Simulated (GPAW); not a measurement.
# GaCo (Pm-3m) in GPAW: equation of state

Aim: energy against volume of GaCo in PBE, for its equilibrium volume and stiffness.

Everything below comes from runs of GPAW 26.7.0. Logs are shortened: lines on timing, memory, paths and dates and some standing lists are left out, and cuts for length are marked. The log counts tension as positive stress, the text compression.

## Step 1: Starting point

It takes space group Pm-3m (No. 221, cubic). The conventional cell has a = 2.878 Å, b = 2.878 Å, c = 2.878 Å, α = 90.00°, β = 90.00°, γ = 90.00°. Ga (site symmetry m-3m) has 8 Co at 2.49 Å as nearest neighbours. Co (site symmetry m-3m) is surrounded by 8 Ga at 2.49 Å.

## Step 2: Equation of state, PBE, collinear spin, ferromagnetic start

Input file run.py:

```python
from ase import Atoms
from ase.eos import EquationOfState
from ase.io import Trajectory
from ase.units import GPa
from gpaw import GPAW, PW

atoms = Atoms(['Ga', 'Co'],
              cell=[[2.878, 0.0, 0.0],
                    [0.0, 2.878, 0.0],
                    [0.0, 0.0, 2.878]],
              scaled_positions=[[0.5, 0.5, 0.5],
                                [0.0, 0.0, 0.0]],
              pbc=True)
atoms.set_initial_magnetic_moments([0.0, 2.0])

traj = Trajectory('eos.traj', 'w')
volumes, energies = [], []
for x in [0.94, 0.96, 0.98, 1.0, 1.02, 1.04, 1.06]:
    a = atoms.copy()
    a.set_cell(atoms.cell * x**(1 / 3), scale_atoms=True)
    calc = GPAW(mode=PW(600),
                xc='PBE',
                kpts={'size': (9, 9, 9), 'gamma': True},
                occupations={'name': 'fermi-dirac', 'width': 0.05},
                nbands=15,
                convergence={'density': 1e-05, 'energy': 1e-05},
                maxiter=150,
                txt=f'eos-{x:.2f}.txt')
    a.calc = calc
    energies.append(a.get_potential_energy(force_consistent=True))
    volumes.append(a.get_volume())
    p = -a.get_stress()[:3].mean() / GPa
    calc.write(f'eos-{x:.2f}.gpw')
    traj.write(a)
    print(f'{x:.2f} {volumes[-1]:10.4f} A^3 {energies[-1]:14.6f} eV {p:9.3f} GPa', flush=True)

v0, e0, B = EquationOfState(volumes, energies, eos='birchmurnaghan').fit()
print(f'V0 = {v0:.4f} A^3, E0 = {e0:.6f} eV, B0 = {B / GPa:.2f} GPa')
```

Potentials or basis: GPAW PAW data sets (gpaw-data 1.2.1), pw.

Launch:

```
OMP_NUM_THREADS=1 python run.py
```

The log of the run:

```text
__  _  _
 | _ |_)|_||  |
 |__||  | ||/\| - 26.7.0

Input parameters:
  mode=PW(ecut=600.0),
  convergence={'density': 1e-05, 'energy': 1e-05},
  kpts=MonkhorstPack(size=(9, 9, 9), gamma=True),
  maxiter=150,
  nbands=15,
  occupations=Occupations(name='fermi-dirac', width=0.05),
  xc=XC(name='PBE')

Diagonalizing LCAO Hamiltonian
Converting LCAO to pw mode
   .------.
  /|      |
 * |      |
 | .-Ga---.
 |/      /
 Co-----*

Atoms  # Å, Bohr magnetons
|   | symbol |        x |        y |        z |    initial magnetic moments |
|---|--------|----------|----------|----------|-----------------------------|
| 0 |     Ga | 1.409624 | 1.409624 | 1.409624 | ( 0.0000,  0.0000,  0.0000) |
| 1 |     Co | 0.000000 | 0.000000 | 0.000000 | ( 0.0000,  0.0000,  2.0000) |

Unit cell  # Å
| periodic |        x |        y |        z |  lengths |    angles |
|----------|----------|----------|----------|----------|-----------|
|      yes | 2.819249 | 0.000000 | 0.000000 | 2.819249 | 90.000000 |
|      yes | 0.000000 | 2.819249 | 0.000000 | 2.819249 | 90.000000 |
|      yes | 0.000000 | 0.000000 | 2.819249 | 2.819249 | 90.000000 |

Number of symmetries: 48
Symmetry operations  # r_c * U_cc + t_c -> r_c
|    | kind |            matrix            |
|----|------|------------------------------|
|  0 |  E   |  1, 0, 0,  0, 1, 0,  0, 0, 1 |
|  1 |  σ   |  1, 0, 0,  0, 1, 0,  0, 0,-1 |
|  2 |  σ   |  1, 0, 0,  0, 0, 1,  0, 1, 0 |
|  3 |  C4  |  1, 0, 0,  0, 0, 1,  0,-1, 0 |
|  4 |  C4  |  1, 0, 0,  0, 0,-1,  0, 1, 0 |
|  5 |  σ   |  1, 0, 0,  0, 0,-1,  0,-1, 0 |
|  6 |  σ   |  1, 0, 0,  0,-1, 0,  0, 0, 1 |
|  7 |  C2  |  1, 0, 0,  0,-1, 0,  0, 0,-1 |
|  8 |  σ   |  0, 1, 0,  1, 0, 0,  0, 0, 1 |
|  9 |  C2  |  0, 1, 0,  1, 0, 0,  0, 0,-1 |
| 10 |  C3  |  0, 1, 0,  0, 0, 1,  1, 0, 0 |
| 11 |  S6  |  0, 1, 0,  0, 0, 1, -1, 0, 0 |
| 12 |  S6  |  0, 1, 0,  0, 0,-1,  1, 0, 0 |
| 13 |  C3  |  0, 1, 0,  0, 0,-1, -1, 0, 0 |
| 14 |  C4  |  0, 1, 0, -1, 0, 0,  0, 0, 1 |
| 15 |  S4  |  0, 1, 0, -1, 0, 0,  0, 0,-1 |
| 16 |  C3  |  0, 0, 1,  1, 0, 0,  0, 1, 0 |
| 17 |  S6  |  0, 0, 1,  1, 0, 0,  0,-1, 0 |
| 18 |  σ   |  0, 0, 1,  0, 1, 0,  1, 0, 0 |
| 19 |  C4  |  0, 0, 1,  0, 1, 0, -1, 0, 0 |
| 20 |  C2  |  0, 0, 1,  0,-1, 0,  1, 0, 0 |
| 21 |  S4  |  0, 0, 1,  0,-1, 0, -1, 0, 0 |
| 22 |  S6  |  0, 0, 1, -1, 0, 0,  0, 1, 0 |
| 23 |  C3  |  0, 0, 1, -1, 0, 0,  0,-1, 0 |
| 24 |  S6  |  0, 0,-1,  1, 0, 0,  0, 1, 0 |
| 25 |  C3  |  0, 0,-1,  1, 0, 0,  0,-1, 0 |
| 26 |  C4  |  0, 0,-1,  0, 1, 0,  1, 0, 0 |
| 27 |  σ   |  0, 0,-1,  0, 1, 0, -1, 0, 0 |
| 28 |  S4  |  0, 0,-1,  0,-1, 0,  1, 0, 0 |
| 29 |  C2  |  0, 0,-1,  0,-1, 0, -1, 0, 0 |
| 30 |  C3  |  0, 0,-1, -1, 0, 0,  0, 1, 0 |
| 31 |  S6  |  0, 0,-1, -1, 0, 0,  0,-1, 0 |
| 32 |  C4  |  0,-1, 0,  1, 0, 0,  0, 0, 1 |
| 33 |  S4  |  0,-1, 0,  1, 0, 0,  0, 0,-1 |
| 34 |  S6  |  0,-1, 0,  0, 0, 1,  1, 0, 0 |
| 35 |  C3  |  0,-1, 0,  0, 0, 1, -1, 0, 0 |
| 36 |  C3  |  0,-1, 0,  0, 0,-1,  1, 0, 0 |
| 37 |  S6  |  0,-1, 0,  0, 0,-1, -1, 0, 0 |
| 38 |  σ   |  0,-1, 0, -1, 0, 0,  0, 0, 1 |
| 39 |  C2  |  0,-1, 0, -1, 0, 0,  0, 0,-1 |
| 40 |  σ   | -1, 0, 0,  0, 1, 0,  0, 0, 1 |
| 41 |  C2  | -1, 0, 0,  0, 1, 0,  0, 0,-1 |
| 42 |  C2  | -1, 0, 0,  0, 0, 1,  0, 1, 0 |
| 43 |  S4  | -1, 0, 0,  0, 0, 1,  0,-1, 0 |
| 44 |  S4  | -1, 0, 0,  0, 0,-1,  0, 1, 0 |
| 45 |  C2  | -1, 0, 0,  0, 0,-1,  0,-1, 0 |
| 46 |  C2  | -1, 0, 0,  0,-1, 0,  0, 0, 1 |
| 47 |  i   | -1, 0, 0,  0,-1, 0,  0, 0,-1 |

BZ-sampling:
  Number of BZ points: 729
  Number of IBZ points: 35

  Monkhorst-Pack size: [9, 9, 9]
  Monkhorst-Pack shift: [0, 0, 0]

K-points  # in reciprocal-cell coordinates
|     |                                coordinates |     weight |
|-----|--------------------------------------------|------------|
|   0 | (  0.00000000,   0.00000000,   0.00000000) | 0.00137174 |
|   1 | (  0.11111111,   0.00000000,   0.00000000) | 0.00823045 |
|   2 | (  0.11111111,   0.11111111,   0.00000000) | 0.01646091 |
|   3 | (  0.11111111,   0.11111111,   0.11111111) | 0.01097394 |
|   4 | (  0.22222222,   0.00000000,   0.00000000) | 0.00823045 |
|   5 | (  0.22222222,   0.11111111,   0.00000000) | 0.03292181 |
|   6 | (  0.22222222,   0.11111111,   0.11111111) | 0.03292181 |
|   7 | (  0.22222222,   0.22222222,   0.00000000) | 0.01646091 |
|   8 | (  0.22222222,   0.22222222,   0.11111111) | 0.03292181 |
|   9 | (  0.22222222,   0.22222222,   0.22222222) | 0.01097394 |
| ... |                                            |            |
|  34 | (  0.44444444,   0.44444444,   0.44444444) | 0.01097394 |

Plane wave coefficients: 756
Cutoff: 600.0 eV

Spin-components: 2 (collinear spins)
Bands:           15
Projectors:      11
Spin-degeneracy: 1
Datatype:        complex128

Density:
  Valence electrons: 12.0
  Components: 2
  Grid points: [16 16 16]
  Charge: 0.0  # |e|

Potential:
  Grid points: [16 16 16]

species:
  Ga:
    name:    Gallium
    Z:       31.0
    valence: 3
    core:    28
    charge:  0.0  # [|e|]
    compensation charges:
      type: gauss
      rc: 0.37  # [Å]
      lmax: 2
    cutoffs:
      filter: 2.06  # [Å]
      core: 4.17  # [Å]
    projectors
    | kind |    occ | energy [eV] | rcut [Å] |
    |------|--------|-------------|----------|
    |   4s |  2.000 |      -8.945 |    1.164 |
    |   4p |  1.000 |      -2.580 |    1.164 |
    |    s |        |      18.266 |    1.164 |
    |    p |        |      24.631 |    1.164 |
    |    d |        |       0.000 |    1.164 |

    Using partial waves for Ga as LCAO basis

  Co:
    name:    Cobalt
    Z:       27.0
    valence: 9
    core:    18
    charge:  0.0  # [|e|]
    compensation charges:
      type: gauss
      rc: 0.32  # [Å]
      lmax: 2
    cutoffs:
      filter: 1.87  # [Å]
      core: 2.55  # [Å]
    projectors
    | kind |    occ | energy [eV] | rcut [Å] |
    |------|--------|-------------|----------|
    |   4s |  2.000 |      -5.469 |    1.005 |
    |   4p |  0.000 |      -1.277 |    1.058 |
    |   3d |  7.000 |      -8.205 |    1.005 |
    |    s |        |      21.742 |    1.005 |
    |    p |        |      25.934 |    1.058 |
    |    d |        |      19.007 |    1.005 |

    Using partial waves for Co as LCAO basis

Reference energy: -90787.381435  # eV

eigensolver:
  PPCG
  Converge bands: occupied
  niter=2

density mixing:
  MSR1-Mixer
  Pratt-step length: 0.05
  Maximum mixing coefficient: 0.75
  Old densities: 10
  SVD Regularization: 0.005
  Good broyden scale: 1.0
  Trust region scale: 1.0
  Backstep threshold: 4.0
  History deletion threshold: 6.0
  Fourier metric: weight=20.0, sigma=0.015

occupation numbers:
  Fermi-Dirac:
    width: 0.0500  # eV

poisson solver:
  ecut: 4800.0  # eV

xc functional:
  name: PBE with 2 nearest neighbor stencil

convergence criteria:
- Maximum integral of absolute [dens]ity change: 1e-05 electrons / valence electron
- Maximum [total energy] change in last 3 cyles: 1e-05 eV / valence electron
- Maximum integral of absolute [eigenst]ate change: 4e-08 eV^2 / valence electron
maximum number of iterations: 150

SCF iterations
|iter     | |      energy | eigst |  dens |  magmom |
|---------|-|-------------|-------|-------|---------|
|iter:   1| |  -11.655493 | +0.33 |       |  +2.0050|
|iter:   2| |  -11.474499 | -2.00 | -0.69 |  +1.9366|
|iter:   3| |  -11.422955 | -2.18 | -0.75 |  +1.4341|
|iter:   4| |  -11.538830 | -2.60 | -1.00 |  +0.7709|
|iter:   5| |  -11.581815 | -2.89 | -1.41 |  +0.3543|
|iter:   6| |  -11.593244 | -3.13 | -1.66 |  +0.1239|
|iter:   7| |  -11.598397 | -3.93 | -2.05 |  +0.1305|
|iter:   8| |  -11.602358 | -3.69 | -2.26 |  +0.0828|
|iter:   9| |  -11.603175 | -4.65 | -2.78 |  +0.0586|
|iter:  10| |  -11.603894 | -4.28 | -2.95 |  +0.0133|
|iter:  11| |  -11.603926 | -5.34 | -3.36 |  -0.0022|
|iter:  12| |  -11.603927c| -6.97 | -3.73 |  -0.0011|
|iter:  13| |  -11.603927c| -7.20 | -4.19 |  +0.0002|
|iter:  14| |  -11.603927c| -8.77c| -5.15c|  +0.0001|

Converged in 14 steps
Energy contributions relative to reference atoms: (reference = -90787.381435)

Energy contributions:
  Kinetic:          44.214458
  Coulomb:         -35.576604
  Zero:             -0.019557
  External:          0.000000
  Xc:              -20.217665
  Entropy:          -0.009118
  Spinorbit:         0.000000
  ----------------------------
  Free energy:     -11.608486
  Extrapolated:    -11.603927

dipole moment: (-7.535568, -7.535568, -7.535568)  # |e|*Ang

Total magnetic moment: (0.000000, 0.000000, 0.000064)

Local magnetic moments
|        x |        y |        z |
|----------|----------|----------|
| 0.000000 | 0.000000 | 0.000002 |  # Ga   0
| 0.000000 | 0.000000 | 0.000053 |  # Co   1

Fermi level: 11.403
Eigenvalues  # (at kpt = [0.000, 0.000, 0.000])
| band index |      eig [eV] | occ [0-1] |      eig [eV] | occ [0-1] |
|------------|---------------|-----------|---------------|-----------|
|          0 |        -1.251 |     1.000 |        -1.251 |     1.000 |
|          1 |         8.554 |     1.000 |         8.554 |     1.000 |
|          2 |         8.554 |     1.000 |         8.554 |     1.000 |
|          3 |        10.620 |     1.000 |        10.620 |     1.000 |
|          4 |        10.620 |     1.000 |        10.620 |     1.000 |
|          5 |        10.620 |     1.000 |        10.620 |     1.000 |
|          6 |        16.858 |     0.000 |        16.858 |     0.000 |
|          7 |        16.858 |     0.000 |        16.858 |     0.000 |
|          8 |        16.858 |     0.000 |        16.858 |     0.000 |
|          9 |        22.600 |     0.000 |        22.600 |     0.000 |
|         10 |        22.600 |     0.000 |        22.600 |     0.000 |
|         11 |        25.071 |     0.000 |        25.071 |     0.000 |
|         12 |        33.978 |     0.000 |        33.978 |     0.000 |
|         13 |        33.978 |     0.000 |        33.978 |     0.000 |
|         14 |        33.978 |     0.000 |        33.978 |     0.000 |

No gap
No difference between direct/indirect transitions

Stress tensor  # eV/Ang^3
|         x |         y |         z |
|-----------|-----------|-----------|
| -0.098672 |  0.000000 |  0.000000 |
|  0.000000 | -0.098672 |  0.000000 |
|  0.000000 |  0.000000 | -0.098672 |

# Writing to eos-0.94.gpw (mode='')
```

Wall time 3.9 min (1 thread of Arm Neoverse V1, shared host); peak memory 0.21 GiB.

Results:

```
Equilibrium volume                      : 12.09 Å³/atom
Bulk modulus                            : 181 GPa
Pressure derivative of the bulk modulus : 4.9
```

Energy against volume, from the lowest point:
| volume (Å³/atom) | energy (meV/atom) |
| --- | --- |
| 11.204 | 42.17 |
| 11.442 | 21.48 |
| 11.681 | 8.09 |
| 11.919 | 1.10 |
| 12.157 | 0.00 |
| 12.396 | 3.94 |
| 12.634 | 12.50 |
